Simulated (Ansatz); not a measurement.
Ge, space group R-3, a relaxation of cell and ions

Run with the Python package of Ansatz (0.2.0).

The script reads `ge.cif`:
```cif
data_Ge
_cell_length_a 6.119933
_cell_length_b 6.119933
_cell_length_c 6.119933
_cell_angle_alpha 109.97540
_cell_angle_beta 109.97540
_cell_angle_gamma 109.97540
_symmetry_space_group_name_H-M 'P 1'
_symmetry_Int_Tables_number 1
loop_
_symmetry_equiv_pos_as_xyz
'x, y, z'
loop_
_atom_site_label
_atom_site_type_symbol
_atom_site_fract_x
_atom_site_fract_y
_atom_site_fract_z
Ge1 Ge    0.714481    0.714481    0.714481
Ge2 Ge    0.285519    0.285519    0.285519
Ge3 Ge    0.026930    0.721767    0.530053
Ge4 Ge    0.530053    0.026930    0.721767
Ge5 Ge    0.721767    0.530053    0.026930
Ge6 Ge    0.973070    0.278233    0.469947
Ge7 Ge    0.469947    0.973070    0.278233
Ge8 Ge    0.278233    0.469947    0.973070
```

`vcrelax.py`
```python
'''Variable-cell relaxation of Ge.'''

import ansatz as az
from ase import Atoms
from ase.io import read
from ase.neighborlist import neighbor_list
import numpy as np

def edges_and_angles(cell):
    cell = np.asarray(cell)
    a, b, c = np.linalg.norm(cell, axis=1)
    cosines = cell[1] @ cell[2] / (b * c), cell[0] @ cell[2] / (a * c), cell[0] @ cell[1] / (a * b)
    return (a, b, c, *np.degrees(np.arccos(cosines)))


def main() -> None:
    atoms = read('ge.cif')
    xtal = az.Crystal.from_ase(atoms)

    # edges free, angles fixed
    model = xtal.calculation()
    model = model.kpoints(5)
    model = model.functional('PBEsol').occupations('methfessel_paxton')
    model = model.relax(max_steps=60, fix_cell=['angles'])
    steps = []


    def collect(event):
        if event['event'] == 'relax_step':
            steps.append(event['data'])


    done = model.session().plan().execute(on_event=collect)
    r = done.report
    for s in steps:
        flag = '' if s['accepted'] else '  (rejected)'
        print('step %2d  E = %.5f eV  largest force component = %.4f eV/A%s' % (s['step'], s['lagrangian_ev'], s['allowed_force_max_ev_ang'], flag))

    first, last = steps[0], steps[-1]
    symbols = [site.symbol for site in done.lattice.sites]
    print(f'energy gained {first["lagrangian_ev"] - last["lagrangian_ev"]:.4f} eV in {len(steps) - 1} steps')
    for label, vectors in (('before', first['cell_ang']), ('after', done.lattice.cell_ang)):
        print(label, 'a b c (A) {:.4f} {:.4f} {:.4f}  angles {:.2f} {:.2f} {:.2f}'.format(*edges_and_angles(vectors)), f' V = {abs(np.linalg.det(vectors)):.3f} A^3')
    print('final stress xx yy zz (GPa, compression positive):', np.round(np.diag(r['stress_gpa']), 3) + 0.0)

    final = Atoms(symbols, positions=last['positions_ang'], cell=done.lattice.cell_ang, pbc=True)
    i, j, d = neighbor_list('ijd', final, 4.5)
    print('neighbours within 1.2 times the shortest distance of each atom (A)')
    for atom in range(len(final)):
        near = [m for m in np.argsort(d) if i[m] == atom]
        shell = [m for m in near if d[m] < 1.2 * d[near[0]]]
        print(f'{symbols[atom]}{atom} ({len(shell)}):', ', '.join(f'{symbols[j[m]]} {d[m]:.3f}' for m in shell))

    change = np.array(last['positions_ang']) @ np.linalg.inv(last['cell_ang']) - np.array(first['positions_ang']) @ np.linalg.inv(first['cell_ang'])
    moved = np.linalg.norm(change @ np.array(last['cell_ang']), axis=1)
    print('displacement within the cell, strain taken out (A):', ' '.join(f'{s}:{d:.3f}' for s, d in zip(symbols, moved)))

    print('relaxed fractional positions')
    for site in done.lattice.sites:
        print(f'  {site.symbol:2s}', ' '.join(f'{v % 1:8.5f}' for v in np.round(site.position_frac, 5)))

    n_atoms = len(r['lattice']['sites'])
    print('F =', round(r['free_energy_ev'], 4), 'eV for', n_atoms, 'atoms')
    print('E(sigma -> 0) =', round(r['energy_sigma0_ev'], 4), 'eV, TS =', round(r['entropy_ts_ev'], 5), 'eV')
    print('closed by', r['closed_by'], 'after', r['n_iterations'], 'iterations')


if __name__ == '__main__':
    main()
```

```console
$ python vcrelax.py
DeckWarning: basis.ecutwfc = 420 eV, auto-derived from the records' recommended cutoffs: set by Ge (normal level)
step  1  E = -34026.96048 eV  largest force component = 0.0574 eV/A
step  2  E = -34027.05126 eV  largest force component = 0.0664 eV/A
step  3  E = -34027.05418 eV  largest force component = 0.0107 eV/A
step  4  E = -34027.05432 eV  largest force component = 0.0036 eV/A
step  5  E = -34027.05281 eV  largest force component = 0.0035 eV/A
energy gained 0.0923 eV in 4 steps
before a b c (A) 6.1199 6.1199 6.1199  angles 109.98 109.98 109.98  V = 173.077 A^3
after a b c (A) 6.0108 6.0108 6.0108  angles 109.98 109.98 109.98  V = 163.982 A^3
final stress xx yy zz (GPa, compression positive): [0.013 0.011 0.002]
neighbours within 1.2 times the shortest distance of each atom (A)
Ge0 (4): Ge 2.482, Ge 2.482, Ge 2.482, Ge 2.528
Ge1 (4): Ge 2.482, Ge 2.482, Ge 2.482, Ge 2.528
Ge2 (4): Ge 2.482, Ge 2.482, Ge 2.494, Ge 2.494
Ge3 (4): Ge 2.482, Ge 2.482, Ge 2.494, Ge 2.494
Ge4 (4): Ge 2.482, Ge 2.482, Ge 2.494, Ge 2.494
Ge5 (4): Ge 2.482, Ge 2.482, Ge 2.494, Ge 2.494
Ge6 (4): Ge 2.482, Ge 2.482, Ge 2.494, Ge 2.494
Ge7 (4): Ge 2.482, Ge 2.482, Ge 2.494, Ge 2.494
displacement within the cell, strain taken out (A): Ge:0.007 Ge:0.007 Ge:0.025 Ge:0.025 Ge:0.025 Ge:0.025 Ge:0.025 Ge:0.025
relaxed fractional positions
  Ge  0.71568  0.71568  0.71568
  Ge  0.28432  0.28432  0.28432
  Ge  0.03078  0.72646  0.53412
  Ge  0.53412  0.03078  0.72646
  Ge  0.72646  0.53412  0.03078
  Ge  0.96922  0.27354  0.46588
  Ge  0.46588  0.96922  0.27354
  Ge  0.27354  0.46588  0.96922
F = -34027.0528 eV for 8 atoms
E(sigma -> 0) = -34027.0531 eV, TS = -0.0013 eV
closed by deck_thresholds after 5 iterations
```
(Warnings from the package without file and line.)

Notes:
- Absolute energies stand on the zero of these potentials, so only differences at equal settings mean something. A total without «per atom» is that of the cell as typed.
- Under cold or Methfessel-Paxton smearing the entropy term is a generalised one and can be negative.
- The mesh is modest for a metal, so energies can be off by several to tens of meV an atom and pressures by half a GPa or more; differences at equal mesh fare better.
- Energies along a relaxation are free energies. Rows at an unchanged volume are solved on a plane-wave basis chosen afresh for that cell, so the energy jumps there and such rows are no steps of the walk.
- Edges and angles are those of the cell as typed, here a primitive one, not of the conventional cell.
- This isn't the structure that Ge takes at ambient conditions.
- The whole script took 32 s on 1 thread of Intel(R) Xeon(R) Processor @ 2.30GHz (shared host), peak memory 0.79 GiB.
